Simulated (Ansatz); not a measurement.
# LaAlO3 under a change: isotropic strain +3.64 %

Base system: LaAlO$_{3}$ (space group R-3c, No. 167; a = 5.413 Å, c = 13.193 Å (hexagonal axes)).

Now apply this change: the cell is scaled by 1.0364 in all directions, atoms relaxed at fixed cell.

Calculations: Kohn–Sham DFT with the PBE functional, run in Ansatz (a program for electronic structure) with PAW and 420 eV plane waves, no SOC. Settings: 8×8×8 k-points, 0.05 eV Fermi–Dirac smearing.

The space group stays R-3c (No. 167) and the shortest interatomic distance increases by 8.04 pm to 200.3 pm. The energy rises by 66 meV/atom and the pressure (mean of the normal stresses, compression positive) goes from zero to -15.26 GPa. The band gap rises by 0.045 eV (4.02 eV → 4.07 eV) and the gap character is still indirect, F → Γ. The width of the top valence band increases by 0.02 eV (0.53 eV → 0.55 eV) and the valley order (the lowest conduction-band minima on the path, energy above the VBM, named in the base's zone) changes from Γ 4.02 eV; F (1/2, 0, 1/2) 4.51 eV to Γ 4.07 eV; F (1/2, 0, 1/2) 4.22 eV. The largest internal atomic displacement comes out as 0.080 Å.

Final structure:

```xyz
10
Lattice="2.8051 1.6195 4.5579 -2.8051 1.6195 4.5579 0.0000 -3.2390 4.5579" Properties=species:S:1:pos:R:3 pbc="T T T"
La     0.0000     0.0000     3.4184
La     0.0000     0.0000    10.2553
Al     0.0000     0.0000     0.0000
Al     0.0000     0.0000     6.8369
O      0.2986     1.6195     7.9763
O     -1.5518    -0.5512     7.9763
O      1.2532    -1.0684     7.9763
O     -0.2986    -1.6195     5.6974
O      1.5518     0.5512     5.6974
O     -1.2532     1.0684     5.6974
```

Whether these cells are dynamically stable was not tested.
